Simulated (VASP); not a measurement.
# Ba in VASP: notebook

The runs below take Ba through work function, with PBE.

Everything below comes from runs of VASP 6.6.1. Logs are shortened: lines on timing, memory, paths and dates and some standing lists are left out, and cuts for length are marked.

## Step 1: The slab as given

The cell holds a slab with vacuum, 2 atoms: a = 3.910 Å, b = 4.141 Å, c = 20.700 Å, α = 90.00°, β = 90.00°, γ = 118.17°.

The slab is cut from a database's or a generator's crystal, which needn't be the stable form of the element.

## Step 2: Work function, PBE

INCAR reads:

```
ALGO     = Normal         # electronic algorithm
DIPOL    = 0.5 0.5 0.500
EDIFF    = 1E-6           # SCF threshold, eV
EFIELD   = -0.3         
ENCUT    = 520            # plane-wave cutoff, eV
GGA      = PE             # functional
IDIPOL   = 3            
ISIF     = 2              # what is computed and relaxed
ISMEAR   = -1             # smearing method
LASPH    = True           # aspherical terms in the spheres
LCHARG   = False          # write CHGCAR
LDIPOL   = True         
LREAL    = False          # projectors in reciprocal space
LVACPOTAV= True         
LVHAR    = True         
LWAVE    = False          # write WAVECAR
NELM     = 80             # most SCF steps
PREC     = Accurate       # precision mode
SIGMA    = 0.05           # smearing width, eV
```

KPOINTS reads:

```
k-points
0
Gamma
  8 8 1
```

POSCAR reads:

```
Ba
1.0
    3.9100000000      0.0000000000      0.0000000000
   -1.9550000000      3.6500000000      0.0000000000
    0.0000000000      0.0000000000     20.7000000000
Ba
2
Direct
    0.0000000000      0.0000000000      0.3623188406
    0.0000000000      0.0000000000      0.6376811594
```

Potentials or basis: VASP PAW PBE potentials, release 64 (Ba_sv).

Command:

```bash
> cat potpaw_PBE.64/Ba_sv/POTCAR > POTCAR
> mpirun -np 1 vasp_std > vasp.out
```

OUTCAR:

```text
EDIFF = 1E-6
   ENCUT = 520
   GGA = PE
   ISIF = 2
   ISMEAR = -1
   LASPH = True
   LREAL = False
   NELM = 80
   PREC = Accurate

 ion  position               nearest neighbor table
   1  0.000  0.000  0.362-
   2  0.000  0.000  0.638-

  LATTYP: Found a base centered orthorhombic cell.
 ALAT       =     3.9100000000
 B/A-ratio  =     1.8670076726
 C/A-ratio  =     5.2941176471

  Lattice vectors:

 A1 = (   1.9550000000,  -3.6500000000,   0.0000000000)
 A2 = (   1.9550000000,   3.6500000000,   0.0000000000)
 A3 = (   0.0000000000,   0.0000000000,  20.7000000000)

Analysis of symmetry for initial positions (statically):
=====================================================================
 Subroutine PRICEL returns:
 Original cell was already a primitive cell.

 Routine SETGRP: Setting up the symmetry group for a
 base centered orthorhombic supercell.

 Subroutine GETGRP returns: Found  8 space group operations
 (whereof  8 operations were pure point group operations)
 out of a pool of  8 trial point group operations.

The static configuration has the point symmetry D_2h.

Analysis of symmetry for dynamics (positions and initial velocities):
=====================================================================
 An external electric field (EFIELD) may reduce the allowed symmetry operations
 Subroutine PRICEL returns:
 Original cell was already a primitive cell.

 Routine SETGRP: Setting up the symmetry group for a
 base centered orthorhombic supercell.

 Subroutine GETGRP returns: Found  4 space group operations
 (whereof  4 operations were pure point group operations)
 out of a pool of  8 trial point group operations.

The dynamic configuration has the point symmetry C_2v.

 Subroutine INISYM returns: Found  4 space group operations
 (whereof  4 operations are pure point group operations),
 and found     1 'primitive' translations

----------------------------------------------------------------------------------------

                                     Primitive cell

  volume of cell :     295.4201

  direct lattice vectors                    reciprocal lattice vectors
     3.910000000  0.000000000  0.000000000     0.255754476  0.136986301  0.000000000
    -1.955000000  3.650000000  0.000000000     0.000000000  0.273972603  0.000000000
     0.000000000  0.000000000 20.700000000     0.000000000  0.000000000  0.048309179

  length of vectors
     3.910000000  4.140594764 20.700000000     0.290130313  0.273972603  0.048309179

  position of ions in fractional coordinates (direct lattice)
     0.000000000  0.000000000  0.362318841
     0.000000000  0.000000000  0.637681159

  ion indices of the primitive-cell ions
   primitive index   ion index
                 1           1
                 2           2

----------------------------------------------------------------------------------------

 KPOINTS: k-points

Automatic generation of k-mesh.
 Grid dimensions read from file:
 generate k-points for:    8    8    1

 Generating k-lattice:

  Cartesian coordinates                     Fractional coordinates (reciprocal lattice)
     0.031969309  0.017123288  0.000000000     0.125000000  0.000000000  0.000000000
     0.000000000  0.034246575  0.000000000     0.000000000  0.125000000  0.000000000
     0.000000000  0.000000000  0.048309179     0.000000000  0.000000000  1.000000000

  Length of vectors
     0.036266289  0.034246575  0.048309179

  Shift w.r.t. Gamma in fractional coordinates (k-lattice)
     0.000000000  0.000000000  0.000000000

 Subroutine IBZKPT returns following result:
 ===========================================

 Found     21 irreducible k-points:

 Following reciprocal coordinates:
            Coordinates               Weight
  0.000000  0.000000  0.000000      1.000000
  0.125000  0.000000  0.000000      4.000000
  0.250000  0.000000  0.000000      4.000000
  0.375000  0.000000  0.000000      4.000000
  0.500000  0.000000  0.000000      2.000000
  0.000000  0.125000  0.000000      2.000000
[... 13 lines left out ...]
  0.250000  0.375000  0.000000      2.000000
  0.000000  0.500000  0.000000      1.000000
   k-points           NKPTS =     21   k-points in BZ     NKDIM =     21   number of bands    NBANDS=     14
   number of dos      NEDOS =    301   number of ions     NIONS =      2
   total plane-waves  NPLWV = 153600
   dimension x,y,z NGX =    30 NGY =   32 NGZ =  160
   dimension x,y,z NGXF=    60 NGYF=   64 NGZF=  320
   ions per type =               2
   NGX,Y,Z   is equivalent  to a cutoff of  12.76, 12.85, 12.85 a.u.
   NGXF,Y,Z  is equivalent  to a cutoff of  25.51, 25.70, 25.70 a.u.
 SYSTEM =  unknown system
   PREC   = accura    normal or accurate (medium, high low for compatibility)
   ISTART =      0    job   : 0-new  1-cont  2-samecut
   ICHARG =      2    charge: 1-file 2-atom 10-const
   ISPIN  =      1    spin polarized calculation?
   LNONCOLLINEAR =      F non collinear calculations
   LSORBIT =      F    spin-orbit coupling
   LASPH  =      T    aspherical Exc in radial PAW
   ENCUT  =  520.0 eV  38.22 Ry    6.18 a.u.   7.27  7.70 38.49*2*pi/ulx,y,z
   NELM   =     80;   NELMIN=  2; NELMDL= -5     # of ELM steps
   EDIFF  = 0.1E-05   stopping-criterion for ELM
   LREAL  =      F    real-space projection
   EDIFFG = 0.1E-04   stopping-criterion for IOM
   NSW    =      0    number of steps for IOM
   IBRION =     -1    ionic relax: 0-MD 1-quasi-New 2-CG
   NFREE  =      0    steps in history (QN), initial steepest desc. (CG)
   ISIF   =      2    stress and relaxation
   ISYM   =      2    0-nonsym 1-usesym 2-fastsym
   POTIM  = 0.5000    time-step for ionic-motion
   TEBEG  =    0.0;   TEEND  =   0.0 temperature during run
   PSTRESS=    0.0 pullay stress
   NELECT =      20.0000    total number of electrons
   NUPDOWN=      -1.0000    fix difference up-down
   EMIN   =  10.00;   EMAX   =-10.00  energy-range for DOS
   EFERMI =   0.00;   METHOD = LEGACY
   ISMEAR =    -1;   SIGMA  =   0.05  broadening in eV -4-tet -1-fermi 0-gaus
   EFERMI_NEDOS =   21; number of points for ismear=-14 and -15
   IALGO  =     38    algorithm
   IMIX   =      4    mixing-type and parameters
     AMIX     =   0.40;   BMIX     =  1.00
     AMIX_MAG =   1.60;   BMIX_MAG =  1.00
  volume/ion in A,a.u.               =     147.71       996.80
  Fermi-wavevector in a.u.,A,eV,Ry     =   0.667224  1.260870  6.057144  0.445188
  Thomas-Fermi vector in A             =   1.741765
   LORBIT       =      0    0 simple, 1 ext, 2 COOP (PROOUT), +10 PAW based schemes
   GGA     = PE    functional components
   LHFCALC =     F    Hartree Fock is set to
   AEXX    =    0.0000 exact exchange contribution
   IVDW    =     0    specifies the selected vdW correction
   LEPSILON=     F    determine dielectric tensor
   LRPA    =     F    only Hartree local field effects (RPA)
 non-spin polarized calculation
  energy-cutoff  :      520.00
  volume of cell :      295.42
 maximum number of plane-waves:      7991
 NGX is ok and might be reduce to    30
   NGX = 15   NGY = 15   NGZ = 77

 dipolmoment           0.000000      0.000000      0.000000 electrons x Angstroem

 number of electron      20.0000000 magnetization

 dipolmoment           0.000000      0.000000     -0.276501 electrons x Angstroem

 Free energy of the ion-electron system (eV)
  ---------------------------------------------------
  ext. energy  EPLUGINS =         0.00000000
  ---------------------------------------------------
  free energy    TOTEN  =        -2.47189926 eV

  energy without entropy =       -2.42124857  energy(sigma->0) =       -2.44657391

 E-fermi :  -0.6364     XC(G=0):  -3.9732

 val. band max:       -0.6498025597   @ k =   0.1250   0.3750   0.0000
 cond. band min:      -0.6325064588   @ k =   0.5000   0.1250   0.0000
 fundamental gap:      0.0172961009
 Fermi energy:        -0.6364165303

 k-point     1 :       0.0000    0.0000    0.0000
  band No.  band energies     occupation
      1     -29.7879      2.00000
      2     -29.7790      2.00000
      3     -15.1076      2.00000
      4     -15.0845      2.00000
      5     -14.5531      2.00000
      6     -14.5489      2.00000
      7     -14.4605      2.00000
      8     -14.4575      2.00000
      9      -2.8996      2.00000
     10      -2.6147      2.00000
     11      -0.7642      1.85595
     12      -0.4546      0.05133
     13      -0.1652      0.00016
     14       0.8414      0.00000

 k-point     2 :       0.1250    0.0000    0.0000
  band No.  band energies     occupation
      1     -29.7734      2.00000
      2     -29.7646      2.00000
      3     -15.0868      2.00000
      4     -15.0638      2.00000
      5     -14.6293      2.00000
      6     -14.6256      2.00000
      7     -14.5584      2.00000
      8     -14.5547      2.00000
      9      -2.5598      2.00000
     10      -2.2473      2.00000
     11      -0.6601      1.23255
     12      -0.2893      0.00193
     13      -0.0462      0.00001
     14       0.8993      0.00000

 k-point     3 :       0.2500    0.0000    0.0000
  band No.  band energies     occupation
      1     -29.7383      2.00000
      2     -29.7293      2.00000
      3     -15.0359      2.00000
      4     -15.0133      2.00000
      5     -14.9472      2.00000
      6     -14.9437      2.00000
      7     -14.6386      2.00000
      8     -14.6345      2.00000
      9      -1.7866      2.00000
     10      -1.4653      2.00000
     11      -0.5856      0.53185
     12      -0.0864      0.00003
     13       0.0515      0.00000
     14       0.6477      0.00000

 k-point     4 :       0.3750    0.0000    0.0000
  band No.  band energies     occupation
      1     -29.7026      2.00000
      2     -29.6937      2.00000
      3     -15.2511      2.00000
      4     -15.2476      2.00000
      5     -14.9839      2.00000
      6     -14.9616      2.00000
      7     -14.7066      2.00000
      8     -14.7025      2.00000
      9      -1.3475      2.00000
     10      -1.2215      1.99998
     11      -0.6770      1.38496
     12      -0.2802      0.00161
     13       0.2270      0.00000
     14       1.0474      0.00000

 k-point     5 :       0.5000    0.0000    0.0000
  band No.  band energies     occupation
      1     -29.6877      2.00000
      2     -29.6787      2.00000
      3     -15.3712      2.00000
      4     -15.3676      2.00000
      5     -14.9622      2.00000
      6     -14.9399      2.00000
      7     -14.7340      2.00000
      8     -14.7299      2.00000
      9      -1.3800      2.00000
     10      -1.3085      2.00000
     11      -0.7317      1.74089
[... 225 lines left out ...]
 k-point    19 :       0.1250    0.3750    0.0000
  band No.  band energies     occupation
      1     -29.7152      2.00000
      2     -29.7062      2.00000
      3     -15.2081      2.00000
      4     -15.2035      2.00000
      5     -14.9948      2.00000
      6     -14.9724      2.00000
      7     -14.7030      2.00000
      8     -14.6999      2.00000
      9      -0.9541      1.99653
     10      -0.8448      1.96950
     11      -0.6498      1.13307
     12      -0.2860      0.00181
     13       0.4118      0.00000
     14       1.0343      0.00000

 k-point    20 :       0.2500    0.3750    0.0000
  band No.  band energies     occupation
      1     -29.6967      2.00000
      2     -29.6877      2.00000
      3     -15.1253      2.00000
      4     -15.1208      2.00000
      5     -14.9735      2.00000
      6     -14.9702      2.00000
      7     -14.9699      2.00000
      8     -14.9478      2.00000
      9      -0.2648      0.00118
     10       0.0192      0.00000
     11       0.0307      0.00000
     12       0.1342      0.00000
     13       0.3726      0.00000
     14       0.5963      0.00000

 k-point    21 :       0.0000    0.5000    0.0000
  band No.  band energies     occupation
      1     -29.7198      2.00000
      2     -29.7109      2.00000
      3     -15.2673      2.00000
      4     -15.2627      2.00000
      5     -15.0002      2.00000
      6     -14.9778      2.00000
      7     -14.5935      2.00000
      8     -14.5905      2.00000
      9      -1.3503      2.00000
     10      -1.2697      1.99999
     11      -0.7924      1.91532
     12      -0.4297      0.03152
     13       0.6936      0.00000
     14       0.9197      0.00000

------------------------ aborting loop because EDIFF is reached ----------------------------------------

  FORCE on cell =-STRESS in cart. coord.  units (eV):
  Direction    XX          YY          ZZ          XY          YZ          ZX
  --------------------------------------------------------------------------------------
  -------------------------------------------------------------------------------------
  Total        2.9002001      1.1540267     -1.1348264      0.0000000      0.0000000      0.0000000
  in kB       15.7289081      6.2587338     -6.1546028      0.0000000      0.0000000      0.0000000
  external PRESSURE =       5.2776797 kB  Pullay stress =       0.0000000 kB

 VOLUME and BASIS-vectors are now :
 -----------------------------------------------------------------------------
  energy-cutoff  :      520.00
  volume of cell :      295.42
      direct lattice vectors                 reciprocal lattice vectors
     3.910000000  0.000000000  0.000000000     0.255754476  0.136986301  0.000000000
    -1.955000000  3.650000000  0.000000000     0.000000000  0.273972603  0.000000000
     0.000000000  0.000000000 20.700000000     0.000000000  0.000000000  0.048309179

 POSITION                                       TOTAL-FORCE (eV/Angst)
 -----------------------------------------------------------------------------------
      0.00000      0.00000      7.50000         0.000000      0.000000      0.188402
      0.00000      0.00000     13.20000         0.000000      0.000000     -0.188402
 -----------------------------------------------------------------------------------
    total drift:                               -0.000000     -0.000000     -0.000266

  FREE ENERGIE OF THE ION-ELECTRON SYSTEM (eV)
  ---------------------------------------------------
  free  energy   TOTEN  =        -2.4718992577 eV

  energy  without entropy=       -2.4212485686  energy(sigma->0) =       -2.44657391
```

Run time: 2.3 min. Hardware: 1 thread of Intel Xeon Platinum 8488C (Sapphire Rapids), shared host; peak memory 0.41 GiB.

Results:

```
Free energy            : -2.4719 eV
Largest force          : 0.188 eV/Å
Band gap on the k mesh : none (metal or under the smearing width)
```

Forces in eV/Å, atoms in the order of the input:
```
Ba   0.000  0.000  0.188
Ba   0.000  0.000 -0.188
```

Levels at points of the mesh, in eV from the Fermi level:
```csv
k point,band 7,band 8,band 9,band 10,band 11,band 12,band 13,band 14
"(0.00, 0.00, 0.00)",-13.82,-13.82,-2.26,-1.98,-0.13,0.18,0.47,1.48
"(0.50, 0.00, 0.00)",-14.10,-14.09,-0.74,-0.67,-0.10,0.25,1.62,1.93
"(0.00, 0.50, 0.00)",-13.96,-13.95,-0.71,-0.63,-0.16,0.21,1.33,1.56
```

## Step 3: Work function, PBE

INCAR, as its differences from that of step 2:

```diff
@@ -3,3 +3,3 @@
 EDIFF    = 1E-6           # SCF threshold, eV
-EFIELD   = -0.3         
+EFIELD   = -0.1         
 ENCUT    = 520            # plane-wave cutoff, eV
```

KPOINTS is that of step 2.

POSCAR is that of step 2.

Potentials or basis: VASP PAW PBE potentials, release 64 (Ba_sv).

Command:

```bash
> cat potpaw_PBE.64/Ba_sv/POTCAR > POTCAR
> mpirun -np 1 vasp_std > vasp.out
```

OUTCAR:

```text
EDIFF = 1E-6
   ENCUT = 520
   GGA = PE
   ISIF = 2
   ISMEAR = -1
   LASPH = True
   LREAL = False
   NELM = 80
   PREC = Accurate

 ion  position               nearest neighbor table
   1  0.000  0.000  0.362-
   2  0.000  0.000  0.638-

  LATTYP: Found a base centered orthorhombic cell.
 ALAT       =     3.9100000000
 B/A-ratio  =     1.8670076726
 C/A-ratio  =     5.2941176471
[... 543 lines left out ...]
     12      -0.4121      0.03361
     13       0.7144      0.00000
     14       0.9389      0.00000

------------------------ aborting loop because EDIFF is reached ----------------------------------------

  FORCE on cell =-STRESS in cart. coord.  units (eV):
  Direction    XX          YY          ZZ          XY          YZ          ZX
  --------------------------------------------------------------------------------------
  -------------------------------------------------------------------------------------
  Total        2.8805044      1.1365115     -1.1017952      0.0000000      0.0000000      0.0000000
  in kB       15.6220907      6.1637422     -5.9754620      0.0000000      0.0000000      0.0000000
  external PRESSURE =       5.2701236 kB  Pullay stress =       0.0000000 kB

 VOLUME and BASIS-vectors are now :
 -----------------------------------------------------------------------------
  energy-cutoff  :      520.00
  volume of cell :      295.42
      direct lattice vectors                 reciprocal lattice vectors
     3.910000000  0.000000000  0.000000000     0.255754476  0.136986301  0.000000000
    -1.955000000  3.650000000  0.000000000     0.000000000  0.273972603  0.000000000
     0.000000000  0.000000000 20.700000000     0.000000000  0.000000000  0.048309179

 POSITION                                       TOTAL-FORCE (eV/Angst)
 -----------------------------------------------------------------------------------
      0.00000      0.00000      7.50000         0.000000      0.000000      0.191859
      0.00000      0.00000     13.20000         0.000000      0.000000     -0.191859
 -----------------------------------------------------------------------------------
    total drift:                               -0.000000     -0.000000     -0.000121

  FREE ENERGIE OF THE ION-ELECTRON SYSTEM (eV)
  ---------------------------------------------------
  free  energy   TOTEN  =        -2.4351266427 eV

  energy  without entropy=       -2.3846196690  energy(sigma->0) =       -2.40987316
```

Wall time 1.9 min (1 thread of Intel Xeon Platinum 8488C (Sapphire Rapids), shared host); peak memory 0.41 GiB.

Results:

- Free energy: -2.4351 eV
- Largest force: 0.192 eV/Å
- Band gap on the k mesh: none (metal or under the smearing width)

Forces in eV/Å, atoms in the order of the input:
```
Ba   0.000  0.000  0.192
Ba   0.000  0.000 -0.192
```

Spin-orbit coupling is left out, which matters for the levels of Ba.
